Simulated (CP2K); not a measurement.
# InAs (F-43m) in CP2K: equation of state, part 2 of 2

CP2K 2026.2.

## 5. Single point, PBE, 26.39 Å³/atom (volume scaled by 0.96)

Input file inas_eos.inp:

```
&GLOBAL
  PROJECT inas_eos
  RUN_TYPE ENERGY_FORCE
  PRINT_LEVEL LOW
&END GLOBAL
&FORCE_EVAL
  METHOD QS
  STRESS_TENSOR ANALYTICAL
  &DFT
    BASIS_SET_FILE_NAME BASIS_MOLOPT_UZH
    POTENTIAL_FILE_NAME POTENTIAL_UZH
    WFN_RESTART_FILE_NAME previous-RESTART.kp
    &MGRID
      CUTOFF 450
      REL_CUTOFF 60
      NGRIDS 4
    &END MGRID
    &QS
      METHOD GPW
      EPS_DEFAULT 1.0E-10
    &END QS
    &KPOINTS
      SCHEME MONKHORST-PACK 8 8 8
      GAMMA_CENTERED T
      SYMMETRY T
      SYMMETRY_BACKEND SPGLIB
    &END KPOINTS
    &SCF
      SCF_GUESS RESTART
      EPS_SCF 1.0E-6
      MAX_SCF 100
      ADDED_MOS 10
      CHOLESKY OFF
      EPS_EIGVAL 1.0E-7
      &DIAGONALIZATION ON
        ALGORITHM STANDARD
      &END DIAGONALIZATION
      &MIXING ON
        METHOD BROYDEN_MIXING
        ALPHA 0.4
        BETA 1.5
        NBUFFER 8
      &END MIXING
      &SMEAR ON
        METHOD FERMI_DIRAC
        ELECTRONIC_TEMPERATURE [K] 580.226
      &END SMEAR
    &END SCF
    &XC
      &XC_FUNCTIONAL
        &GGA_X_PBE
        &END GGA_X_PBE
        &GGA_C_PBE
        &END GGA_C_PBE
      &END XC_FUNCTIONAL
    &END XC
    &PRINT
      &KPOINTS ON
      &END KPOINTS
      &MULLIKEN ON
      &END MULLIKEN
      &MO ON
        ENERGIES T
        OCCUPATION_NUMBERS T
        &EACH
          QS_SCF 0
        &END EACH
        ADD_LAST NUMERIC
      &END MO
    &END PRINT
  &END DFT
  &SUBSYS
    &CELL
      ABC 4.2104124799 4.2104124799 4.2104124798
      ALPHA_BETA_GAMMA 60.0000000006 60.0000000003 60.0000000006
      PERIODIC XYZ
    &END CELL
    &COORD
      In  0.0000000000 0.0000000000 0.0000000000
      As  6.3156187198 3.6463241680 2.5783405456
    &END COORD
    &KIND In
      BASIS_SET TZVP-MOLOPT-PBE-GTH-q13
      POTENTIAL GTH-PBE-q13
    &END KIND
    &KIND As
      BASIS_SET TZVP-MOLOPT-PBE-GTH-q5
      POTENTIAL GTH-PBE-q5
    &END KIND
    &PRINT
      &ATOMIC_COORDINATES ON
      &END ATOMIC_COORDINATES
      &CELL ON
      &END CELL
      &SYMMETRY ON
      &END SYMMETRY
    &END PRINT
  &END SUBSYS
  &PRINT
    &FORCES ON
    &END FORCES
    &STRESS_TENSOR ON
    &END STRESS_TENSOR
  &END PRINT
&END FORCE_EVAL
```

Potentials or basis: POTENTIAL_UZH In GTH-PBE-q13, As GTH-PBE-q5; TZVP-MOLOPT-PBE-GTH basis.

Command:

```bash
$ OMP_NUM_THREADS=1 cp2k.psmp -i inas_eos.inp -o inas_eos.out
```

inas_eos.out:

```text

 CP2K| version string:                                       CP2K version 2026.2
 CP2K| Input file name                                              inas_eos.inp

 GLOBAL| Force Environment number                                              1
 GLOBAL| Basis set file name                                    BASIS_MOLOPT_UZH
 GLOBAL| Potential file name                                       POTENTIAL_UZH
 GLOBAL| MM Potential file name                                     MM_POTENTIAL
 GLOBAL| Coordinate file name                                      __STD_INPUT__
 GLOBAL| Method name                                                        CP2K
 GLOBAL| Project name                                                   inas_eos
 GLOBAL| Run type                                                   ENERGY_FORCE
 GLOBAL| FFT library                                                       FFTW3
[... 8 lines left out ...]
 GLOBAL| CPU model name                                                  UNKNOWN

 CELL| Volume [angstrom^3]:                                            52.778730
 CELL| Vector a [angstrom]:       4.210     0.000     0.000   |a| =     4.210412
 CELL| Vector b [angstrom]:       2.105     3.646     0.000   |b| =     4.210412
 CELL| Vector c [angstrom]:       2.105     1.215     3.438   |c| =     4.210412
 CELL| Angle (b,c), alpha [degree]:                                    60.000000
 CELL| Angle (a,c), beta  [degree]:                                    60.000000
 CELL| Angle (a,b), gamma [degree]:                                    60.000000
 CELL| Numerically orthorhombic:                                              NO
 CELL| Periodicity                                                           XYZ

[... 161 lines left out ...]
 MO|      4              -0.349857              -9.520087               2.000000
 MO|      5              -0.349857              -9.520087               2.000000
 MO|      6              -0.219969              -5.985654               2.000000
[... 343 lines left out ...]
 MO|     18               0.745842              20.295392               0.000000
 MO|     19               0.773753              21.054890               0.000000
 MO| Sum:                                                              18.000000
 MO| E(Fermi):            0.183916 a.u.          5.004608 eV

 [... the levels of further k-points ...]

 !-----------------------------------------------------------------------------!
                     Mulliken Population Analysis

 #  Atom  Element  Kind  Atomic population                           Net charge
       1     In       1         12.877144                              0.122856
       2     As       2          5.122856                             -0.122856
 # Total charge                             18.000000                  0.000000

 !-----------------------------------------------------------------------------!

 ENERGY| Total FORCE_EVAL ( QS ) energy [hartree]            -62.644227305973608

 FORCES| Atomic forces [hartree/bohr]
 FORCES|   Atom     x               y               z               |f|
 FORCES|      1  9.29513517E-10  1.57134369E-08 -3.46795288E-09   1.61183991E-08
 FORCES|      2 -8.11241375E-10 -1.56446386E-08  3.51642985E-09   1.60554697E-08
 FORCES| Sum     1.18272141E-10  6.87982529E-11  4.84769707E-11
 FORCES| Total atomic force                                       1.45160310E-10

 STRESS| Analytical stress tensor [bar]
 STRESS|                        x                   y                   z
 STRESS|      x        7.98009182721E+04  -1.35826699484E-01  -9.55977580857E-02
 STRESS|      y       -1.35826699484E-01   7.98010743459E+04  -8.98258571197E-02
 STRESS|      z       -9.55977580857E-02  -8.98258571197E-02   7.98010544943E+04
 STRESS| 1/3 Trace                                             7.98010157041E+04
 STRESS| Determinant                                           5.08188996376E+14

 STRESS| Eigenvectors and eigenvalues of the analytical stress tensor [bar]
 STRESS|                        1                   2                   3
 STRESS| Eigenvalues   7.98007797527E+04   7.98011002136E+04   7.98011671459E+04
 STRESS|      x           0.766133547917     -0.566602992157     -0.303315736543
 STRESS|      y           0.482644401723      0.195606876344      0.853693347410
 STRESS|      z           0.424374561256      0.800436755282     -0.423328752334
```

It took 46 s on 1 thread of Arm Neoverse V1, shared host; peak memory 0.32 GiB.

Results:

| Quantity | Value |
| --- | --- |
| Free energy | -1704.6361 eV |
| Pressure | 8.0 GPa |
| Band gap on the k mesh | none (metal or under the smearing width) |
| Mulliken charges | In +0.12; As -0.12 e |

Caveat: Mulliken charges move with the basis; the basis of atomic orbitals isn't converged, which shifts pressures, moduli and gaps.

## 6. Single point, PBE, 28.59 Å³/atom (volume scaled by 1.04)

inas_eos.inp: that of step 5 with these lines changed.

```diff
@@ -73,4 +73,4 @@
     &CELL
-      ABC 4.2104124799 4.2104124799 4.2104124798
-      ALPHA_BETA_GAMMA 60.0000000006 60.0000000003 60.0000000006
+      ABC 4.3242621370 4.3242621370 4.3242621370
+      ALPHA_BETA_GAMMA 60.0000000003 60.0000000000 60.0000000002
       PERIODIC XYZ
@@ -79,3 +79,3 @@
       In  0.0000000000 0.0000000000 0.0000000000
-      As  6.3156187198 3.6463241680 2.5783405456
+      As  6.4863932055 3.7449208633 2.6480589374
     &END COORD
```

Potentials or basis: POTENTIAL_UZH In GTH-PBE-q13, As GTH-PBE-q5; TZVP-MOLOPT-PBE-GTH basis.

Command:

```bash
$ OMP_NUM_THREADS=1 cp2k.psmp -i inas_eos.inp -o inas_eos.out
```

Run time: 47 s. Hardware: 1 thread of Arm Neoverse V1, shared host; peak memory 0.34 GiB.

The run converged. Its results:

```yaml
Free_energy: -1704.7718 eV
Pressure: 2.3 GPa
Band_gap_on_the_k_mesh: none (metal or under the smearing width)
Mulliken_charges: In +0.19; As -0.19 e
```

Caveat: Mulliken charges move with the basis; the basis of atomic orbitals isn't converged, which shifts pressures, moduli and gaps.

## 7. Single point, PBE, 25.84 Å³/atom (volume scaled by 0.94)

inas_eos.inp: that of step 6 with these lines changed.

```diff
@@ -73,4 +73,4 @@
     &CELL
-      ABC 4.3242621370 4.3242621370 4.3242621370
-      ALPHA_BETA_GAMMA 60.0000000003 60.0000000000 60.0000000002
+      ABC 4.1809680726 4.1809680727 4.1809680726
+      ALPHA_BETA_GAMMA 60.0000000006 60.0000000004 60.0000000008
       PERIODIC XYZ
@@ -79,3 +79,3 @@
       In  0.0000000000 0.0000000000 0.0000000000
-      As  6.4863932055 3.7449208633 2.6480589374
+      As  6.2714521089 3.6208245634 2.5603096022
     &END COORD
```

Command:

```bash
$ OMP_NUM_THREADS=1 cp2k.psmp -i inas_eos.inp -o inas_eos.out
```

Wall time 53 s (1 thread of Arm Neoverse V1, shared host); peak memory 0.33 GiB.

It converged, with:

* Free energy: -1704.5752 eV
* Pressure: 9.8 GPa
* Band gap on the k mesh: 0.12 eV, direct
* Mulliken charges: In +0.10; As -0.10 e

Caveat: Mulliken charges move with the basis; spin-orbit coupling is left out, which moves the levels of the heavy elements; the basis of atomic orbitals isn't converged, which shifts pressures, moduli and gaps.

## 8. Single point, PBE, 29.14 Å³/atom (volume scaled by 1.06)

inas_eos.inp: that of step 7 with these lines changed.

```diff
@@ -73,4 +73,4 @@
     &CELL
-      ABC 4.1809680726 4.1809680727 4.1809680726
-      ALPHA_BETA_GAMMA 60.0000000006 60.0000000004 60.0000000008
+      ABC 4.3518059505 4.3518059506 4.3518059506
+      ALPHA_BETA_GAMMA 60.0000000001 59.9999999998 60.0000000003
       PERIODIC XYZ
@@ -79,3 +79,3 @@
       In  0.0000000000 0.0000000000 0.0000000000
-      As  6.2714521089 3.6208245634 2.5603096022
+      As  6.5277089258 3.7687745056 2.6649260096
     &END COORD
```

Command:

```bash
$ OMP_NUM_THREADS=1 cp2k.psmp -i inas_eos.inp -o inas_eos.out
```

Run time: 47 s. Hardware: 1 thread of Arm Neoverse V1, shared host; peak memory 0.35 GiB.

Results (log left out):

```
Free energy            : -1704.7837 eV
Pressure               : 1.2 GPa
Band gap on the k mesh : none (metal or under the smearing width)
Mulliken charges       : In +0.20; As -0.20 e
```

Caveat: Mulliken charges move with the basis; the basis of atomic orbitals isn't converged, which shifts pressures, moduli and gaps.

## 9. Equation of state, PBE

Potentials or basis: POTENTIAL_UZH In GTH-PBE-q13, As GTH-PBE-q5; TZVP-MOLOPT-PBE-GTH basis.

This step only gathers the single runs of the series.

What came out:

```
Equilibrium volume : 29.82 Å³/atom (rough: see the caveat)
Bulk modulus       : 50 GPa (rough)
```

Energy against volume, from the lowest point:
```
volume (Å³/atom)  energy (meV/atom)
          25.840             104.27
          26.389              73.81
          26.939              49.28
          27.489              30.15
          28.039              15.88
          28.588               5.98
          29.138               0.00
```

Caveat: the minimum lies outside the volumes run; the basis of atomic orbitals isn't converged, which shifts pressures, moduli and gaps.
